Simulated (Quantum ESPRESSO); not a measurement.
# Si (Fd-3m) in Quantum ESPRESSO: a series of runs, part 2 of 5

Quantum ESPRESSO 7.5. Earlier steps stand in the parts before.

## (3) Phonons, PBE

Input file pw.in:

```
&CONTROL
  calculation = 'scf'
  prefix = 'pwscf'
  outdir = './tmp'
  pseudo_dir = './pseudo'
  tprnfor = .true.
  tstress = .true.
  disk_io = 'low'
/
&SYSTEM
  ibrav = 0
  nat = 2
  ntyp = 1
  ecutwfc = 45
  ecutrho = 360
  nbnd = 9
  occupations = 'smearing'
  smearing = 'fd'
  degauss = 0.00367493
/
&ELECTRONS
  conv_thr = 4d-10
  electron_maxstep = 120
  mixing_beta = 0.5
/
ATOMIC_SPECIES
Si    28.0850 si_pbe_v1.uspp.F.UPF
CELL_PARAMETERS bohr
   0.0000000000    5.1435532945    5.1435532945
   5.1435532945    0.0000000000    5.1435532945
   5.1435532945    5.1435532945    0.0000000000
ATOMIC_POSITIONS bohr
Si     5.1435532945    5.1435532945    5.1435532945
Si     7.7153299417    7.7153299417    7.7153299417
K_POINTS automatic
8 8 8 1 1 1
```

Input file relax.in:

```
&CONTROL
  calculation = 'vc-relax'
  prefix = 'pwscf'
  outdir = './tmp'
  pseudo_dir = './pseudo'
  tprnfor = .true.
  tstress = .true.
  disk_io = 'low'
  nstep = 40
  forc_conv_thr = 0.0001
  etot_conv_thr = 1d-06
/
&SYSTEM
  ibrav = 0
  nat = 2
  ntyp = 1
  ecutwfc = 45
  ecutrho = 360
  nbnd = 9
  occupations = 'smearing'
  smearing = 'fd'
  degauss = 0.00367493
/
&ELECTRONS
  conv_thr = 4d-10
  electron_maxstep = 120
  mixing_beta = 0.5
/
&IONS
  ion_dynamics = 'bfgs'
/
&CELL
  cell_dynamics = 'bfgs'
  press = 0
  press_conv_thr = 0.2
/
ATOMIC_SPECIES
Si    28.0850 si_pbe_v1.uspp.F.UPF
CELL_PARAMETERS bohr
   0.0000000000    5.1435532945    5.1435532945
   5.1435532945    0.0000000000    5.1435532945
   5.1435532945    5.1435532945    0.0000000000
ATOMIC_POSITIONS bohr
Si     5.1435532945    5.1435532945    5.1435532945
Si     7.7153299417    7.7153299417    7.7153299417
K_POINTS automatic
8 8 8 1 1 1
```

Input file scf2.in:

```
&CONTROL
  calculation = 'scf'
  prefix = 'pwscf'
  outdir = './tmp'
  pseudo_dir = './pseudo'
  tprnfor = .true.
  tstress = .true.
  disk_io = 'low'
/
&SYSTEM
  ibrav = 0
  nat = 2
  ntyp = 1
  ecutwfc = 45
  ecutrho = 360
  nbnd = 9
  occupations = 'fixed'
/
&ELECTRONS
  conv_thr = 1d-13
  electron_maxstep = 120
  mixing_beta = 0.5
  startingpot = 'file'
  startingwfc = 'file'
/
ATOMIC_SPECIES
Si    28.0850 si_pbe_v1.uspp.F.UPF
CELL_PARAMETERS bohr
   0.0000000000    5.1663856114    5.1663856114
   5.1663856114    0.0000000000    5.1663856114
   5.1663856114    5.1663856114    0.0000000000
ATOMIC_POSITIONS bohr
Si     5.1663856114    5.1663856114    5.1663856114
Si     7.7495784171    7.7495784171    7.7495784171
K_POINTS automatic
8 8 8 1 1 1
```

Input file ph.in:

```
phonons of Si
&INPUTPH
  prefix = 'pwscf'
  outdir = './tmp'
  tr2_ph = 1d-18
  fildyn = 'dyn'
  niter_ph = 90
  alpha_mix(1) = 0.7
  epsil = .true.
/
0.0000000000 0.0000000000 0.0000000000
```

Input file dynmat.in:

```
&INPUT
  fildyn = 'dyn'
  asr = 'crystal'
  lperm = .true.
  filout = 'dynmat.disp'
  fileig = 'dynmat.eig'
/
```

Input file dynmat_lo.in:

```
&INPUT
  fildyn = 'dyn'
  asr = 'crystal'
  filout = 'dynmat_lo.disp'
  fileig = 'dynmat_lo.eig'
  q(1) = 0
  q(2) = 0
  q(3) = 1
/
```

Potentials or basis: GBRV 1.5 PBE.

Run with:

```console
OMP_NUM_THREADS=1 mpirun -n 4 pw.x -nk 4 -in pw.in > pw.out
OMP_NUM_THREADS=1 mpirun -n 4 pw.x -nk 4 -in relax.in > relax.out
OMP_NUM_THREADS=1 mpirun -n 4 pw.x -nk 4 -in scf2.in > scf2.out
OMP_NUM_THREADS=1 mpirun -n 4 ph.x -nk 4 -in ph.in > ph.out
OMP_NUM_THREADS=1 mpirun -n 1 dynmat.x -in dynmat.in > dynmat.out
OMP_NUM_THREADS=1 mpirun -n 1 dynmat.x -in dynmat_lo.in > dynmat_lo.out
```

pw.out:

```text
This program is part of the open-source Quantum ESPRESSO suite
     for quantum simulation of materials; please cite
[... 6 lines left out ...]
     using ibrav=0 with symmetry is DISCOURAGED, use correct ibrav instead

     K-points division:     npool     =       4
     Subspace diagonalization in iterative solution of the eigenvalue problem:
     a serial algorithm will be used

     G-vector sticks info
     --------------------
     sticks:   dense  smooth     PW     G-vecs:    dense   smooth      PW
     Sum        1303     649    211                31283    11017    1989

     Using Slab Decomposition

     bravais-lattice index     =            0
     lattice parameter (alat)  =       7.2741  a.u.
     unit-cell volume          =     272.1571 (a.u.)^3
     number of atoms/cell      =            2
     number of atomic types    =            1
     number of electrons       =         8.00
     number of Kohn-Sham states=            9
     kinetic-energy cutoff     =      45.0000  Ry
     charge density cutoff     =     360.0000  Ry
     scf convergence threshold =      4.0E-10
     mixing beta               =       0.5000
     number of iterations used =            8  plain     mixing
     Exchange-correlation= SLA  PW   PBE  PBE
                           (   1   4   3   4   0   0   0)

     celldm(1)=   7.274083  celldm(2)=   0.000000  celldm(3)=   0.000000
     celldm(4)=   0.000000  celldm(5)=   0.000000  celldm(6)=   0.000000

     crystal axes: (cart. coord. in units of alat)
               a(1) = (   0.000000   0.707107   0.707107 )
               a(2) = (   0.707107   0.000000   0.707107 )
               a(3) = (   0.707107   0.707107   0.000000 )

     reciprocal axes: (cart. coord. in units 2 pi/alat)
               b(1) = ( -0.707107  0.707107  0.707107 )
               b(2) = (  0.707107 -0.707107  0.707107 )
               b(3) = (  0.707107  0.707107 -0.707107 )

     PseudoPot. # 1 for Si read from file:
     si_pbe_v1.uspp.F.UPF
     Pseudo is Ultrasoft + core correction, Zval =  4.0
     Generated by new atomic code, or converted to UPF format
     Using radial grid of  899 points,  6 beta functions with:
                l(1) =   0
                l(2) =   0
                l(3) =   1
                l(4) =   1
                l(5) =   2
                l(6) =   2
     Q(r) pseudized with  8 coefficients,  rinner =    0.900   0.900   0.900
                                                       0.900   0.900

     atomic species   valence    mass     pseudopotential
     Si                4.00    28.08500     Si( 1.00)

     48 Sym. Ops., with inversion, found (24 have fractional translation)

   Cartesian axes

     site n.     atom                  positions (alat units)
         1        Si     tau(   1) = (   0.7071068   0.7071068   0.7071068  )
         2        Si     tau(   2) = (   1.0606602   1.0606602   1.0606602  )

     number of k points=    60  Fermi-Dirac smearing, width (Ry)=  0.0037
                       cart. coord. in units 2pi/alat
        k(    1) = (   0.0441942   0.0441942   0.0441942), wk =   0.0078125
        k(    2) = (   0.1325825   0.1325825  -0.0441942), wk =   0.0234375
        k(    3) = (   0.2209709   0.2209709  -0.1325825), wk =   0.0234375
        k(    4) = (   0.3093592   0.3093592  -0.2209709), wk =   0.0234375
        k(    5) = (  -0.3093592  -0.3093592   0.3977476), wk =   0.0234375
        k(    6) = (  -0.2209709  -0.2209709   0.3093592), wk =   0.0234375
[... 52 lines left out ...]
        k(   59) = (   0.3093592   0.3093592   0.3093592), wk =   0.0078125
        k(   60) = (  -0.3093592  -0.3093592   0.9280777), wk =   0.0234375

     Dense  grid:    31283 G-vectors     FFT dimensions: (  48,  48,  48)

     Smooth grid:    11017 G-vectors     FFT dimensions: (  32,  32,  32)

     Initial potential from superposition of free atoms

     starting charge       7.9987, renormalised to       8.0000
     Starting wfcs are    8 randomized atomic wfcs +    1 random wfcs

     Self-consistent Calculation

     iteration #  1     ecut=    45.00 Ry     beta= 0.50
     Davidson diagonalization with overlap
     ethr =  1.00E-02,  avg # of iterations =  5.7

     Threshold (ethr) on eigenvalues was too large:
     Diagonalizing with lowered threshold

     Davidson diagonalization with overlap
     ethr =  6.75E-04,  avg # of iterations =  1.3

     total energy              =     -19.19314218 Ry
     estimated scf accuracy    <       0.05560004 Ry

     iteration #  2     ecut=    45.00 Ry     beta= 0.50
     Davidson diagonalization with overlap
     ethr =  6.95E-04,  avg # of iterations =  1.2

     total energy              =     -19.19283923 Ry
     estimated scf accuracy    <       0.00943357 Ry

     iteration #  3     ecut=    45.00 Ry     beta= 0.50
     Davidson diagonalization with overlap
     ethr =  1.18E-04,  avg # of iterations =  2.1

     total energy              =     -19.19328282 Ry
     estimated scf accuracy    <       0.00014510 Ry

     iteration #  4     ecut=    45.00 Ry     beta= 0.50
     Davidson diagonalization with overlap
     ethr =  1.81E-06,  avg # of iterations =  6.2

     total energy              =     -19.19333733 Ry
     estimated scf accuracy    <       0.00000036 Ry

     iteration #  5     ecut=    45.00 Ry     beta= 0.50
     Davidson diagonalization with overlap
     ethr =  4.53E-09,  avg # of iterations =  4.2

     total energy              =     -19.19333993 Ry
     estimated scf accuracy    <       0.00000004 Ry

     iteration #  6     ecut=    45.00 Ry     beta= 0.50
     Davidson diagonalization with overlap
     ethr =  5.57E-10,  avg # of iterations =  2.0

     total energy              =     -19.19333994 Ry
     estimated scf accuracy    <          1.8E-09 Ry

     iteration #  7     ecut=    45.00 Ry     beta= 0.50
     Davidson diagonalization with overlap
     ethr =  2.21E-11,  avg # of iterations =  2.6

     End of self-consistent calculation

          k = 0.0442 0.0442 0.0442 (  1393 PWs)   bands (ev):

    -5.7414   5.5863   6.0331   6.0331   8.7360   8.8039   8.8039   9.7840
    13.6819

          k = 0.1326 0.1326-0.0442 (  1391 PWs)   bands (ev):

    -5.4720   4.0805   5.2203   5.9158   8.8074   9.0490   9.3497  11.2266
    12.8586

          k = 0.2210 0.2210-0.1326 (  1382 PWs)   bands (ev):

    -4.8215   1.8452   4.7320   5.4514   8.3661   9.5387   9.8269  12.7267
    12.9051

          k = 0.3094 0.3094-0.2210 (  1398 PWs)   bands (ev):

    -3.9126  -0.0520   4.5163   5.0423   8.0522   9.5923   9.6060  13.9444
    14.4093

          k =-0.3094-0.3094 0.3977 (  1391 PWs)   bands (ev):

    -3.4594  -0.7585   4.5676   4.8224   7.9714   9.3956   9.6678  14.0044
    15.5025

          k =-0.2210-0.2210 0.3094 (  1395 PWs)   bands (ev):

    -4.2242   0.5095   4.8420   4.8560   8.1364   9.4081   9.9326  13.0579
    14.6597
[... 86 lines left out ...]
          k = 0.0442-0.4861 0.5745 (  1388 PWs)   bands (ev):

    -2.1721  -0.9975   1.9280   3.5199   7.6751  10.2887  12.6451  13.8044
    14.3666

          k = 0.1326-0.3977 0.4861 (  1388 PWs)   bands (ev):

    -2.9326  -0.6002   2.4941   4.1257   8.3554  10.3342  11.8848  13.1233
    13.7045

          k = 0.2210-0.3094 0.3977 (  1397 PWs)   bands (ev):

    -3.5458  -0.4571   4.0140   4.7206   8.4203   9.3278  10.1155  13.6880
    14.9213

          k =-0.6629 0.0442 0.0442 (  1381 PWs)   bands (ev):

    -2.1304  -1.1801   3.0906   3.3275   6.8682   7.2296  15.5209  15.6013
    16.9874

          k =-0.5745 0.1326-0.0442 (  1381 PWs)   bands (ev):

    -2.9072  -0.2314   2.8242   3.3630   7.3974   8.2912  13.1055  14.4358
    16.5859

          k =-0.4861 0.2210-0.1326 (  1393 PWs)   bands (ev):

    -3.3795   0.0203   2.8925   3.9666   8.1057  10.6267  10.8826  12.0977
    16.0305

          k =-0.4861 0.0442 0.0442 (  1385 PWs)   bands (ev):

    -3.7566   0.8831   3.5066   3.6904   7.0092   8.1623  13.2683  13.3373
    16.3547

          k =-0.3977 0.1326-0.0442 (  1390 PWs)   bands (ev):

    -4.2883   1.5906   3.5535   4.2101   7.8852   9.4574  11.1416  12.1281
    14.9020

          k =-0.3094 0.0442 0.0442 (  1375 PWs)   bands (ev):

    -4.9352   2.9718   4.4735   4.5032   7.6510   9.8200  11.0688  11.2325
    13.7207

          k = 0.1326 0.1326 0.1326 (  1387 PWs)   bands (ev):

    -5.3396   3.3513   5.5891   5.5891   8.3644   9.4240   9.4240  11.8802
    13.1810

          k = 0.2210 0.2210 0.0442 (  1377 PWs)   bands (ev):

    -4.9450   2.5139   4.0630   5.6100   9.0182   9.5456   9.8441  11.8817
    12.3498

          k = 0.3094 0.3094-0.0442 (  1385 PWs)   bands (ev):

    -4.1929   1.1417   2.9738   5.1007   8.8440  10.3045  10.5183  12.1659
    12.4596

          k =-0.3094-0.3094 0.5745 (  1389 PWs)   bands (ev):

    -3.2901  -0.3613   2.8260   4.5648   8.3298  10.4999  10.6860  14.0195
    14.1009

          k =-0.2210-0.2210 0.4861 (  1393 PWs)   bands (ev):
[... 99 lines left out ...]
          k =-0.1326-0.3094 0.7513 (  1388 PWs)   bands (ev):

    -2.3286  -0.8104   1.9009   3.3142   8.7143  10.9699  11.7788  12.3178
    14.3623

          k =-0.8397 0.2210 0.2210 (  1390 PWs)   bands (ev):

    -2.7904  -0.6371   2.3188   4.0490   7.7702  11.4872  11.8030  11.9477
    15.2197

          k = 0.3094 0.3094 0.3094 (  1392 PWs)   bands (ev):

    -3.6797  -0.5210   4.9525   4.9525   7.6633   9.4976   9.4976  13.8878
    15.7433

          k =-0.3094-0.3094 0.9281 (  1396 PWs)   bands (ev):

    -3.3254  -0.6958   3.7224   4.6813   8.3542   9.6490  10.0819  14.3050
    14.9744

     the Fermi energy is     6.4275 ev

!    total energy              =     -19.19333995 Ry
     estimated scf accuracy    <          1.4E-10 Ry
     smearing contrib. (-TS)   =      -0.00000048 Ry
     internal energy E=F+TS    =     -19.19333947 Ry

     The total energy is F=E-TS. E is the sum of the following terms:
     one-electron contribution =       5.05367417 Ry
     hartree contribution      =       1.12206964 Ry
     xc contribution           =      -8.61242426 Ry
     ewald contribution        =     -16.75665902 Ry

     convergence has been achieved in   7 iterations

     Forces acting on atoms (cartesian axes, Ry/au):

     atom    1 type  1   force =     0.00000000    0.00000000   -0.00000000
     atom    2 type  1   force =    -0.00000000   -0.00000000    0.00000000

     Total force =     0.000000     Total SCF correction =     0.000000

     Computing stress (Cartesian axis) and pressure

          total   stress  (Ry/bohr**3)                   (kbar)     P=       12.12
   0.00008240  -0.00000000  -0.00000000           12.12       -0.00       -0.00
  -0.00000000   0.00008240  -0.00000000           -0.00       12.12       -0.00
  -0.00000000  -0.00000000   0.00008240           -0.00       -0.00       12.12

=------------------------------------------------------------------------------=
   JOB DONE.
=------------------------------------------------------------------------------=
```

Run time: 2.7 min. Hardware: 4 MPI ranks of Intel Xeon at 2.50GHz (Skylake/Cascade Lake), shared host; peak memory 0.52 GiB.

Results:

* Free energy: -261.1407 eV
* Relaxed volume: 20.43 Å³/atom
* Relaxed cell: a = 3.866 Å, b = 3.866 Å, c = 3.866 Å, α = 60.00°, β = 60.00°, γ = 60.00°
* Space group after relaxing (to 0.05 Å): Fd-3m (No. 227)
* Pressure after relaxing: 0.0 GPa
* Electronic dielectric tensor (diagonal): 12.99
* Born charges (mean of the diagonal): Si -0.00 e
* Highest phonon frequency at Γ: 503 cm⁻¹
* Static dielectric tensor (diagonal): 12.99

Step by step:
```tsv
step	energy change (eV)	largest force (eV/Å)	pressure (GPa)	volume (Å³)
1	0.0000	0.0000	1.21	40.33
2	-0.0014	0.0000	0.64	40.58
3	-0.0020	0.0000	0.03	40.86
4	-0.0020	0.0000	0.00	40.87
```

Final structure:
```
Si
1.0
     0.00000    2.73393    2.73393
     2.73393    0.00000    2.73393
     2.73393    2.73393    0.00000
Si
2
Cartesian
  2.7339 2.7339 2.7339
  4.1009 4.1009 4.1009
```

Levels at points of the mesh, in eV from the valence-band top:
```
           k point  band 1  band 2  band 3  band 4  band 5  band 6  band 7  band 8  band 9
(0.06, 0.06, 0.06)  -11.69   -0.45    0.00    0.00    2.68    2.76    2.76    3.62    7.64
```

Phonon frequencies in cm⁻¹ (negative: imaginary):
```csv
q point,frequencies
"(0.000, 0.000, 0.000)",1 1 1 503 503 503
```

Electronic dielectric tensor:
```
12.99  0.00  0.00
 0.00 12.99  0.00
 0.00  0.00 12.99
```

Born effective charge tensors (e):
atom 1, Si
```
0.00 0.00 0.00
0.00 0.00 0.00
0.00 0.00 0.00
```
atom 2, Si
```
0.00 0.00 0.00
0.00 0.00 0.00
0.00 0.00 0.00
```

Optical modes at Γ, degenerate ones joined, polar ones without the macroscopic field:
```tsv
cm⁻¹	components	symmetry	active in	IR intensity, summed ((D/Å)²/amu)
503	3	T2g	Raman	0.00
```

Static dielectric tensor, electrons and zone-centre modes:
```
12.99  0.00  0.00
 0.00 12.99  0.00
 0.00  0.00 12.99
```

(Continued in part 3 of 5.)
